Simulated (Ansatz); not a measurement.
# NiSi$_{2}$: pressure against volume

NiSi$_{2}$, Fm-3m, a = 5.447 Å. Ansatz: PBE, PAW, 420 eV, Γ-centred 14×14×14 mesh on 3 atoms, Gaussian smearing 0.10 eV; no spin polarisation. Symmetry fixes shape and atoms, so the cell is only scaled; pressure is positive in compression.

| V (Å³/atom) | P (GPa) |
| --- | --- |
| 12.659 | 10.29 |
| 13.063 | 4.73 |
| 13.467 | 0.01 |
| 13.871 | ? |
| 14.275 | -7.49 |

Task: Take V0 = 13.467 Å³/atom, count pressures from its P0 = 0.01 GPa, fit the third-order Birch–Murnaghan form to the other rows, and predict the missing pressure.

Result: With the Eulerian strain f = ½[(V0/V)^(2/3) − 1] and y = (P − P0)/[3f(1 + 2f)^(5/2)], the form is the line y = B0 + 1.5 B0 (B0′ − 4) f. Rows (f, y): 0.02106, 146.8; 0.01026, 145.8; -0.01905, 144.6. Means f = 0.004090, y = 145.73; Σ(Δf)² = 0.0008615, ΣΔfΔy = 0.04474; the slope is their ratio. y = 145.5 + 51.93 f GPa, so B0 = 145.5 GPa and B0′ = 4 + 2 × (51.93)/(3 × 145.5) = 4.24. At V = 13.871, f = -0.00976, y = 144.99 and P = -4.03 GPa. The run gave -4.04 GPa, so the fit is 0.01 GPa too high, within twice the rms miss on the fitted rows (0.009 GPa).